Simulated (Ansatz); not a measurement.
A 10-atom cell of CsPbCl₃ (Amm2) from a materials database was relaxed with 4 functionals in Ansatz, cell and atoms free, the symmetry of the start kept (meshes: PBE 4×4×4, r2SCAN 4×4×4, PBEsol 4×4×4, LDA 4×4×4). Calculated for a static, non-magnetic cell.

The r2SCAN result:
```cif
data_structure
_symmetry_space_group_name_H-M 'Amm2'
_symmetry_Int_Tables_number 38
_cell_length_a 5.7597
_cell_length_b 11.1256
_cell_length_c 11.1256
_cell_angle_alpha 90.000
_cell_angle_beta 90.000
_cell_angle_gamma 90.000
_cell_volume 712.93
loop_
_atom_site_label
_atom_site_type_symbol
_atom_site_symmetry_multiplicity
_atom_site_Wyckoff_symbol
_atom_site_fract_x
_atom_site_fract_y
_atom_site_fract_z
_atom_site_occupancy
Cs1 Cs 2 b 0.50000 0.00000 0.99300 1
Cs2 Cs 2 b 0.50000 0.00000 0.49209 1
Pb1 Pb 4 d 0.00000 0.75008 0.74281 1
Cl1 Cl 4 d 0.00000 0.19033 0.49279 1
Cl2 Cl 4 e 0.50000 0.25010 0.74277 1
Cl3 Cl 2 a 0.00000 0.00000 0.80277 1
Cl4 Cl 2 a 0.00000 0.00000 0.18342 1
```

The symmetry is Amm2 (No. 38, orthorhombic); a = 5.760 Å, b = 11.126 Å, c = 11.126 Å in the conventional setting, 35.65 Å³ an atom. Around Cs lie 8 Cl at 3.57–3.94 Å; around Pb lie 6 Cl at 2.86–2.88 Å; around Cl lie 2 Pb at 2.86 Å and 2 Cs at 3.57 Å; around Cl lie 2 Pb at 2.88 Å and 4 Cs at 3.93–3.94 Å; around Cl lie 2 Pb at 2.86 Å and 2 Cs at 3.58 Å.

**Question.** Order the functionals by the relaxed volume, smallest first.
A. PBEsol
B. LDA
C. r2SCAN
D. PBE

**Answer.** B (32.53 Å³/atom), A (34.46 Å³/atom), C (35.65 Å³/atom), D (36.83 Å³/atom).

**Question.** How does the cell change with PBEsol?

**Answer.** a = 5.701 Å, b = 10.992 Å, c = 10.998 Å; the volume differs by -3.3 % from r2SCAN's. Around Cs lie 8 Cl at 3.50–3.96 Å; around Cs lie 10 Cl at 3.52–4.27 Å; around Pb lie 6 Cl at 2.83–2.85 Å (further sites aren't listed).

**Question.** How does the cell change with PBE?

**Answer.** a = 5.808 Å, b = 11.262 Å, c = 11.262 Å; the volume differs by +3.3 % from r2SCAN's. Cs is surrounded by 8 Cl at 3.62–3.99 Å; Pb is surrounded by 6 Cl at 2.89–2.90 Å (further sites aren't listed).

**Question.** Held at the r2SCAN cell, what mean stress do LDA and PBE find, and does its sign point to their own minimum?

**Answer.** Yes. LDA -2.11 GPa, and its relaxed volume is -8.7 % from r2SCAN's; PBE +0.78 GPa, and its relaxed volume is +3.3 % from r2SCAN's. Compression counts positive, so a positive stress asks for a larger cell.
